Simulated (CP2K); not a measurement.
# W (Pbcm) in CP2K: notebook

The runs below take W through band structure, with PBEsol, LDA.

Program: CP2K 2026.2. These are calculated values, not measurements. Logs are shortened: lines on timing, memory, paths and dates and some standing lists are left out, and cuts for length are marked.

## (1) Starting point

Symmetry: Pbcm, No. 57, orthorhombic system. The conventional cell has a = 2.810 Å, b = 4.864 Å, c = 4.924 Å, α = 90.00°, β = 90.00°, γ = 90.00°. Around W (site symmetry m) lie 12 W at 2.70 to 3.06 Å.

This isn't the form of W at room conditions, which is bcc.

## (2) Band structure, PBEsol

File w_bands.inp:

```
&GLOBAL
  PROJECT w_bands
  RUN_TYPE ENERGY_FORCE
  PRINT_LEVEL LOW
&END GLOBAL
&FORCE_EVAL
  METHOD QS
  STRESS_TENSOR ANALYTICAL
  &DFT
    BASIS_SET_FILE_NAME BASIS_MOLOPT_UZH
    POTENTIAL_FILE_NAME POTENTIAL_UZH
    &MGRID
      CUTOFF 450
      REL_CUTOFF 60
      NGRIDS 4
    &END MGRID
    &QS
      METHOD GPW
      EPS_DEFAULT 1.0E-10
    &END QS
    &KPOINTS
      SCHEME MONKHORST-PACK 9 6 6
      GAMMA_CENTERED T
      SYMMETRY T
      SYMMETRY_BACKEND SPGLIB
    &END KPOINTS
    &SCF
      SCF_GUESS ATOMIC
      EPS_SCF 1.0E-6
      MAX_SCF 100
      ADDED_MOS 26
      CHOLESKY OFF
      EPS_EIGVAL 1.0E-7
      &DIAGONALIZATION ON
        ALGORITHM STANDARD
      &END DIAGONALIZATION
      &MIXING ON
        METHOD BROYDEN_MIXING
        ALPHA 0.4
        BETA 1.5
        NBUFFER 8
      &END MIXING
      &SMEAR ON
        METHOD FERMI_DIRAC
        ELECTRONIC_TEMPERATURE [K] 300.557
      &END SMEAR
    &END SCF
    &XC
      &XC_FUNCTIONAL
        &GGA_X_PBE_SOL
        &END GGA_X_PBE_SOL
        &GGA_C_PBE_SOL
        &END GGA_C_PBE_SOL
      &END XC_FUNCTIONAL
    &END XC
    &PRINT
      &KPOINTS ON
      &END KPOINTS
      &MULLIKEN ON
      &END MULLIKEN
      &MO ON
        ENERGIES T
        OCCUPATION_NUMBERS T
        &EACH
          QS_SCF 0
        &END EACH
        ADD_LAST NUMERIC
      &END MO
      &BAND_STRUCTURE
        FILE_NAME bands.bs
        ADDED_MOS 2
        &KPOINT_SET
          UNITS B_VECTOR
          NPOINTS 8
          SPECIAL_POINT GAMMA 0.00000000 0.00000000 0.00000000
          SPECIAL_POINT X 0.50000000 0.00000000 0.00000000
          SPECIAL_POINT S 0.50000000 0.50000000 0.00000000
          SPECIAL_POINT Y 0.00000000 0.50000000 0.00000000
          SPECIAL_POINT GAMMA 0.00000000 0.00000000 0.00000000
          SPECIAL_POINT Z 0.00000000 0.00000000 0.50000000
          SPECIAL_POINT U 0.50000000 0.00000000 0.50000000
          SPECIAL_POINT R 0.50000000 0.50000000 0.50000000
          SPECIAL_POINT T 0.00000000 0.50000000 0.50000000
          SPECIAL_POINT Z 0.00000000 0.00000000 0.50000000
        &END KPOINT_SET
        &KPOINT_SET
          UNITS B_VECTOR
          NPOINTS 8
          SPECIAL_POINT Y 0.00000000 0.50000000 0.00000000
          SPECIAL_POINT T 0.00000000 0.50000000 0.50000000
        &END KPOINT_SET
        &KPOINT_SET
          UNITS B_VECTOR
          NPOINTS 8
          SPECIAL_POINT U 0.50000000 0.00000000 0.50000000
          SPECIAL_POINT X 0.50000000 0.00000000 0.00000000
        &END KPOINT_SET
        &KPOINT_SET
          UNITS B_VECTOR
          NPOINTS 8
          SPECIAL_POINT S 0.50000000 0.50000000 0.00000000
          SPECIAL_POINT R 0.50000000 0.50000000 0.50000000
        &END KPOINT_SET
      &END BAND_STRUCTURE
    &END PRINT
  &END DFT
  &SUBSYS
    &CELL
      ABC 2.8096620000 4.8638700000 4.9236950000
      ALPHA_BETA_GAMMA 90.0000000000 90.0000000000 90.0000000000
      PERIODIC XYZ
    &END CELL
    &COORD
      SCALED
      W   0.7931720000 0.9368430000 0.7500000000
      W   0.2068280000 0.4368430000 0.7500000000
      W   0.2068280000 0.0631570000 0.2500000000
      W   0.7931720000 0.5631570000 0.2500000000
    &END COORD
    &KIND W
      BASIS_SET TZVP-MOLOPT-PBE-GTH-q14
      POTENTIAL GTH-PBE-q14
    &END KIND
    &PRINT
      &ATOMIC_COORDINATES ON
      &END ATOMIC_COORDINATES
      &CELL ON
      &END CELL
      &SYMMETRY ON
      &END SYMMETRY
    &END PRINT
  &END SUBSYS
  &PRINT
    &FORCES ON
    &END FORCES
    &STRESS_TENSOR ON
    &END STRESS_TENSOR
  &END PRINT
&END FORCE_EVAL
```

Potentials or basis: POTENTIAL_UZH W GTH-PBE-q14; TZVP-MOLOPT-PBE-GTH basis.

Run with:

```
$ OMP_NUM_THREADS=1 mpirun -n 3 cp2k.psmp -i w_bands.inp -o w_bands.out
```

w_bands.out:

```text

 CP2K| version string:                                       CP2K version 2026.2
 CP2K| Input file name                                               w_bands.inp

 GLOBAL| Force Environment number                                              1
 GLOBAL| Basis set file name                                    BASIS_MOLOPT_UZH
 GLOBAL| Potential file name                                       POTENTIAL_UZH
 GLOBAL| MM Potential file name                                     MM_POTENTIAL
 GLOBAL| Coordinate file name                                      __STD_INPUT__
 GLOBAL| Method name                                                        CP2K
 GLOBAL| Project name                                                    w_bands
 GLOBAL| Run type                                                   ENERGY_FORCE
 GLOBAL| FFT library                                                       FFTW3
 GLOBAL| Diagonalization library                                       ScaLAPACK
 GLOBAL| Cholesky decomposition library                                ScaLAPACK
 GLOBAL| DGEMM library                                                      BLAS
 GLOBAL| Direct generalized diagonalization requested                          F
 GLOBAL| Matrix multiplication library                                 ScaLAPACK
 GLOBAL| Global print level                                                  LOW
 GLOBAL| Total number of message passing processes                             3
 GLOBAL| Number of threads for this process                                    1
 GLOBAL| CPU model name                          AMD EPYC 7R43 64-Core Processor

 CELL| Volume [angstrom^3]:                                            67.286382
 CELL| Vector a [angstrom]:       2.810     0.000     0.000   |a| =     2.809662
 CELL| Vector b [angstrom]:       0.000     4.864     0.000   |b| =     4.863870
 CELL| Vector c [angstrom]:       0.000     0.000     4.924   |c| =     4.923695
 CELL| Angle (b,c), alpha [degree]:                                    90.000000
 CELL| Angle (a,c), beta  [degree]:                                    90.000000
 CELL| Angle (a,b), gamma [degree]:                                    90.000000
 CELL| Numerically orthorhombic:                                             YES
 CELL| Periodicity                                                           XYZ

 CELL_REF| Volume [angstrom^3]:                                        67.286382
 CELL_REF| Vector a [angstrom     2.810     0.000     0.000   |a| =     2.809662
 CELL_REF| Vector b [angstrom     0.000     4.864     0.000   |b| =     4.863870
 CELL_REF| Vector c [angstrom     0.000     0.000     4.924   |c| =     4.923695
 CELL_REF| Angle (b,c), alpha [degree]:                                90.000000
 CELL_REF| Angle (a,c), beta  [degree]:                                90.000000
 CELL_REF| Angle (a,b), gamma [degree]:                                90.000000
 CELL_REF| Numerically orthorhombic:                                         YES
 CELL_REF| Periodicity                                                       XYZ

 GENERATE|  Preliminary Number of Bonds generated:                             0
 GENERATE|  Achieved consistency in connectivity generation.

 *******************************************************************************
 *******************************************************************************
 **            Copyright (C) by CP2K developers group (2000-2026)             **
 *******************************************************************************

 TOTAL NUMBERS AND MAXIMUM NUMBERS

  Total number of            - Atomic kinds:                                   1
                             - Atoms:                                          4
                             - Shell sets:                                     4
                             - Shells:                                        44
                             - Primitive Cartesian functions:                 24
                             - Cartesian basis functions:                    164
                             - Spherical basis functions:                    140

  Maximum angular momentum of- Orbital basis functions:                        3
                             - Local part of the GTH pseudopotential:          2
                             - Non-local part of the GTH pseudopotential:      4

 MODULE QUICKSTEP: ATOMIC COORDINATES IN ANGSTROM

   Atom Kind Element         X             Y             Z       Z(eff)     Mass
[... 99 lines left out ...]

 SCF WAVEFUNCTION OPTIMIZATION

  Step     Update method      Time    Convergence         Total energy    Change
  ------------------------------------------------------------------------------
     1 NoMix/Diag. 0.40E+00    7.9     1.68907235      -274.0161558472 -2.74E+02
     2 Broy./Diag. 0.40E+00    6.4     0.07556811      -274.9179244907 -9.02E-01
[... 19 lines left out ...]
  Self energy of the core charge distribution:               -409.31129761351008
  Core Hamiltonian energy:                                     88.23689751115894
  Hartree energy:                                              79.24121469097130
  Exchange-correlation energy:                                -30.39758644789742
  Electronic entropic energy:                                  -0.00027793526295
  Fermi energy:                                                 0.53810542098825

  Total energy:                                              -272.23104978915649
  Total energy (extrapolated to T->0):                       -272.23091082152501

 MO| EIGENVALUES AND OCCUPATION NUMBERS FOR K POINT 1
 MO|
 MO|  Index      Eigenvalue [a.u.]        Eigenvalue [eV]             Occupation
 MO|      1              -2.157597             -58.711199               2.000000
 MO|      2              -2.156823             -58.690150               2.000000
 MO|      3              -2.156524             -58.682015               2.000000
 MO|      4              -2.156003             -58.667832               2.000000
 MO|      5              -0.878413             -23.902845               2.000000
 MO|      6              -0.876628             -23.854253               2.000000
[... 831 lines left out ...]
 MO|     53               1.223493              33.292925               0.000000
 MO|     54               1.223493              33.292934               0.000000
 MO| Sum:                                                              55.963506
 MO| E(Fermi):            0.538105 a.u.         14.642593 eV

 [... the levels of further k-points ...]

 !-----------------------------------------------------------------------------!
                     Mulliken Population Analysis

 #  Atom  Element  Kind  Atomic population                           Net charge
       1     W        1         13.999993                              0.000007
       2     W        1         13.999993                              0.000007
       3     W        1         14.000009                             -0.000009
       4     W        1         14.000005                             -0.000005
 # Total charge                             56.000000                  0.000000

 !-----------------------------------------------------------------------------!

 KPOINTS| Band Structure Calculation
 KPOINTS| Number of k-point sets                                               4
 KPOINTS| Number of added MOs/bands                                            2
 KPOINTS| Number of k-points in set    1                                      73
 KPOINTS| In units of b-vector [2pi/Bohr]
 KPOINTS| Special point     1       GAMMA     0.000000     0.000000     0.000000
 KPOINTS| Special point     2           X     0.500000     0.000000     0.000000
 KPOINTS| Special point     3           S     0.500000     0.500000     0.000000
 KPOINTS| Special point     4           Y     0.000000     0.500000     0.000000
 KPOINTS| Special point     5       GAMMA     0.000000     0.000000     0.000000
 KPOINTS| Special point     6           Z     0.000000     0.000000     0.500000
 KPOINTS| Special point     7           U     0.500000     0.000000     0.500000
 KPOINTS| Special point     8           R     0.500000     0.500000     0.500000
 KPOINTS| Special point     9           T     0.000000     0.500000     0.500000
 KPOINTS| Special point    10           Z     0.000000     0.000000     0.500000
 KPOINTS| Number of k-points in set    2                                       9
 KPOINTS| In units of b-vector [2pi/Bohr]
 KPOINTS| Special point     1           Y     0.000000     0.500000     0.000000
 KPOINTS| Special point     2           T     0.000000     0.500000     0.500000
 KPOINTS| Number of k-points in set    3                                       9
 KPOINTS| In units of b-vector [2pi/Bohr]
 KPOINTS| Special point     1           U     0.500000     0.000000     0.500000
 KPOINTS| Special point     2           X     0.500000     0.000000     0.000000
 KPOINTS| Number of k-points in set    4                                       9
 KPOINTS| In units of b-vector [2pi/Bohr]
 KPOINTS| Special point     1           S     0.500000     0.500000     0.000000
 KPOINTS| Special point     2           R     0.500000     0.500000     0.500000

 ENERGY| Total FORCE_EVAL ( QS ) energy [hartree]           -272.231050160660288

 FORCES| Atomic forces [hartree/bohr]
 FORCES|   Atom     x               y               z               |f|
 FORCES|      1 -9.02901626E-04  1.58235398E-03 -8.69981130E-11   1.82183300E-03
 FORCES|      2  9.02898829E-04  1.58236118E-03 -1.45730025E-10   1.82183786E-03
 FORCES|      3  9.02902000E-04 -1.58235452E-03 -9.02488395E-11   1.82183365E-03
 FORCES|      4 -9.02899210E-04 -1.58236065E-03 -1.30567444E-10   1.82183759E-03
 FORCES| Sum    -7.24592608E-12 -5.09185402E-12 -4.53544422E-10
 FORCES| Total atomic force                                       4.53630878E-10

 STRESS| Analytical stress tensor [bar]
 STRESS|                        x                   y                   z
 STRESS|      x       -1.04433632399E+05   1.72199883084E-02  -1.45234002167E-05
 STRESS|      y        1.72199883084E-02  -1.12706460002E+05   1.67599715286E-06
 STRESS|      z       -1.45234002167E-05   1.67599715286E-06  -1.09556650576E+05
 STRESS| 1/3 Trace                                            -1.08898914325E+05
 STRESS| Determinant                                          -1.28951957572E+15

 STRESS| Eigenvectors and eigenvalues of the analytical stress tensor [bar]
 STRESS|                        1                   2                   3
 STRESS| Eigenvalues  -1.12706460002E+05  -1.09556650576E+05  -1.04433632399E+05
 STRESS|      x          -0.000002081512      0.000000002835      0.999999999998
 STRESS|      y           0.999999999998      0.000000000532      0.000002081512
 STRESS|      z          -0.000000000532      1.000000000000     -0.000000002835
```

Run time: 1.8 min. Hardware: 3 MPI ranks of AMD EPYC 7R43 (Zen 3), shared host.

What came out:

```yaml
Free_energy: -7407.7836 eV
Pressure: -10.9 GPa
Largest_force: 0.094 eV/Å
Band_gap_on_the_k_mesh: none (metal or under the smearing width)
```

Forces in eV/Å, atoms in the order of the input:
```
W   -0.046  0.081  0.000
W    0.046  0.081  0.000
W    0.046 -0.081  0.000
W   -0.046 -0.081  0.000
```

Levels at the corners of the path, in eV from the Fermi level:
```
point  band 24  band 25  band 26  band 27  band 28  band 29  band 30  band 31  band 32  band 33
    Γ    -0.59    -0.44    -0.37    -0.37    -0.33    -0.32    -0.16     0.55     1.58     2.47
    X    -2.31    -1.85    -1.77    -1.29    -1.08     0.09     0.18     0.51     2.92     3.10
    S    -1.63    -1.53    -1.53    -0.22    -0.22    -0.17    -0.17     4.24     4.24     5.02
    Y    -2.01    -1.48    -1.48     0.30     0.30     0.37     0.37     0.84     0.84     1.99
    Γ    -0.59    -0.44    -0.37    -0.37    -0.33    -0.32    -0.16     0.55     1.58     2.47
    Z    -2.14    -0.81    -0.81    -0.13    -0.13     0.64     0.64     1.79     1.79     3.24
    U    -2.38    -1.79    -1.79    -1.04    -1.04     0.67     0.67     1.10     1.10     3.94
    R    -3.36     0.65     0.65     0.65     0.65     2.12     2.12     2.12     2.12     4.82
    T    -2.85    -1.19    -1.19    -1.19    -1.19     1.67     1.67     1.67     1.67     2.68
    Z    -2.14    -0.81    -0.81    -0.13    -0.13     0.64     0.64     1.79     1.79     3.24
    Y    -2.01    -1.48    -1.48     0.30     0.30     0.37     0.37     0.84     0.84     1.99
    T    -2.85    -1.19    -1.19    -1.19    -1.19     1.67     1.67     1.67     1.67     2.68
    U    -2.38    -1.79    -1.79    -1.04    -1.04     0.67     0.67     1.10     1.10     3.94
    X    -2.31    -1.85    -1.77    -1.29    -1.08     0.09     0.18     0.51     2.92     3.10
    S    -1.63    -1.53    -1.53    -0.22    -0.22    -0.17    -0.17     4.24     4.24     5.02
    R    -3.36     0.65     0.65     0.65     0.65     2.12     2.12     2.12     2.12     4.82
```

Caveat: the potentials were made for another functional, which shifts forces and pressure; spin-orbit coupling is left out, which moves the levels of the heavy elements; the basis of atomic orbitals isn't converged, which shifts pressures, moduli and gaps.

## (3) Band structure, LDA

w_bands.inp: that of step 2 with these lines changed.

```diff
@@ -10,3 +10,3 @@
     BASIS_SET_FILE_NAME BASIS_MOLOPT_UZH
-    POTENTIAL_FILE_NAME POTENTIAL_UZH
+    POTENTIAL_FILE_NAME GTH_POTENTIALS
     &MGRID
@@ -44,3 +44,3 @@
         METHOD FERMI_DIRAC
-        ELECTRONIC_TEMPERATURE [K] 300.557
+        ELECTRONIC_TEMPERATURE [K] 580.226
       &END SMEAR
@@ -49,6 +49,6 @@
       &XC_FUNCTIONAL
-        &GGA_X_PBE_SOL
-        &END GGA_X_PBE_SOL
-        &GGA_C_PBE_SOL
-        &END GGA_C_PBE_SOL
+        &LDA_X
+        &END LDA_X
+        &LDA_C_PW
+        &END LDA_C_PW
       &END XC_FUNCTIONAL
@@ -73,3 +73,3 @@
           UNITS B_VECTOR
-          NPOINTS 8
+          NPOINTS 10
           SPECIAL_POINT GAMMA 0.00000000 0.00000000 0.00000000
@@ -87,3 +87,3 @@
           UNITS B_VECTOR
-          NPOINTS 8
+          NPOINTS 10
           SPECIAL_POINT Y 0.00000000 0.50000000 0.00000000
@@ -93,3 +93,3 @@
           UNITS B_VECTOR
-          NPOINTS 8
+          NPOINTS 10
           SPECIAL_POINT U 0.50000000 0.00000000 0.50000000
@@ -99,3 +99,3 @@
           UNITS B_VECTOR
-          NPOINTS 8
+          NPOINTS 10
           SPECIAL_POINT S 0.50000000 0.50000000 0.00000000
@@ -108,4 +108,5 @@
     &CELL
-      ABC 2.8096620000 4.8638700000 4.9236950000
-      ALPHA_BETA_GAMMA 90.0000000000 90.0000000000 90.0000000000
+      A 2.8096620000 0.0000000000 0.0000000000
+      B 0.0000000000 4.8638700000 0.0000000000
+      C 0.0000000000 0.0000000000 4.9236950000
       PERIODIC XYZ
@@ -113,7 +114,6 @@
     &COORD
-      SCALED
-      W   0.7931720000 0.9368430000 0.7500000000
-      W   0.2068280000 0.4368430000 0.7500000000
-      W   0.2068280000 0.0631570000 0.2500000000
-      W   0.7931720000 0.5631570000 0.2500000000
+      W   2.2285452279 4.5566825624 3.6927712500
+      W   0.5811167721 2.1247475624 3.6927712500
+      W   0.5811167721 0.3071874376 1.2309237500
+      W   2.2285452279 2.7391224376 1.2309237500
     &END COORD
@@ -121,3 +121,3 @@
       BASIS_SET TZVP-MOLOPT-PBE-GTH-q14
-      POTENTIAL GTH-PBE-q14
+      POTENTIAL GTH-PADE-q14
     &END KIND
@@ -128,4 +128,2 @@
       &END CELL
-      &SYMMETRY ON
-      &END SYMMETRY
     &END PRINT
```

Potentials or basis: GTH_POTENTIALS W GTH-PADE-q14; TZVP-MOLOPT-PBE-GTH basis.

Run with:

```
$ OMP_NUM_THREADS=1 mpirun -n 3 cp2k.psmp -i w_bands.inp -o w_bands.out
```

Run time: 2.1 min. Hardware: 3 MPI ranks of AMD EPYC 7R43 (Zen 3), shared host.

The run converged. Its results:

```
Free energy            : -7463.7595 eV
Pressure               : -61.3 GPa
Largest force          : 2.804 eV/Å
Band gap on the k mesh : none (metal or under the smearing width)
```

Forces in eV/Å, atoms in the order of the input:
```
W   -2.703 -0.748  0.000
W    2.703 -0.748  0.000
W    2.702  0.748  0.000
W   -2.702  0.748  0.000
```

Stress tensor (GPa, compression positive):
```
-44.66   0.00   0.00
  0.00 -53.75   0.00
  0.00   0.00 -85.47
```

Levels at the corners of the path, in eV from the Fermi level:
```tsv
point	band 25	band 26	band 27	band 28	band 29	band 30	band 31	band 32
Γ	-0.51	-0.46	-0.44	-0.40	-0.04	0.08	0.35	1.37
X	-1.62	-1.60	-1.07	-0.83	0.29	0.37	0.52	2.78
S	-1.31	-1.31	-0.38	-0.38	-0.01	-0.01	3.98	3.98
Y	-1.57	-1.57	0.21	0.21	0.24	0.24	0.80	0.80
Γ	-0.51	-0.46	-0.44	-0.40	-0.04	0.08	0.35	1.37
Z	-1.01	-1.01	-0.36	-0.36	0.70	0.70	1.71	1.71
U	-1.59	-1.59	-0.77	-0.77	0.62	0.62	0.97	0.97
R	0.82	0.82	0.82	0.82	2.11	2.11	2.11	2.11
T	-0.94	-0.94	-0.94	-0.94	1.61	1.61	1.61	1.61
Z	-1.01	-1.01	-0.36	-0.36	0.70	0.70	1.71	1.71
Y	-1.57	-1.57	0.21	0.21	0.24	0.24	0.80	0.80
T	-0.94	-0.94	-0.94	-0.94	1.61	1.61	1.61	1.61
U	-1.59	-1.59	-0.77	-0.77	0.62	0.62	0.97	0.97
X	-1.62	-1.60	-1.07	-0.83	0.29	0.37	0.52	2.78
S	-1.31	-1.31	-0.38	-0.38	-0.01	-0.01	3.98	3.98
R	0.82	0.82	0.82	0.82	2.11	2.11	2.11	2.11
```

Caveat: a pressure of tens of GPa on the cell as given is suspect, and the run, the potentials or the cell itself is likely at fault; spin-orbit coupling is left out, which moves the levels of the heavy elements; the basis of atomic orbitals isn't converged, which shifts pressures, moduli and gaps; forces of over 1 eV/Å show positions far from the minimum, so gaps and moduli don't describe the material at rest.
